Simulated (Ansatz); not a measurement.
Crystal: BaTiO3.

```
Ba Ti O
1.0
    -2.82767   -1.63255   -2.31773
     2.82767   -4.89766    0.00000
    -2.82767   -1.63255    4.63546
Ba Ti O
2 2 6
Direct
  0.01575 0.99511 0.97326
  0.98425 0.50489 0.52674
  0.50386 0.98954 0.50362
  0.46814 0.51046 0.02438
  0.53055 0.23162 0.73316
  0.48625 0.75828 0.23994
  0.47922 0.75734 0.73348
  0.53758 0.25276 0.23962
  0.99089 0.02893 0.47950
  0.04611 0.47107 0.00370
```

Program: Ansatz 0.2.0. Alike in all runs: potentials or basis Ansatz PAW; cell as given; k mesh 7 × 5 × 5; smearing fermi-dirac 0.05 eV. Hardware: 4 threads of Arm Neoverse V2, with other jobs on the host.

Question: Order these runs on this cell by their wall time, lowest first.
A. task band structure; level LDA; spin off; cutoff (eV) 420; points for each segment of the path 10
B. task single point; level PBE; spin off; cutoff (eV) 500
C. task band structure; level r2SCAN; spin SOC, no magnetisation; cutoff (eV) 500; points for each segment of the path 10

Answer: B (16 s), A (53 s), C (420 s).
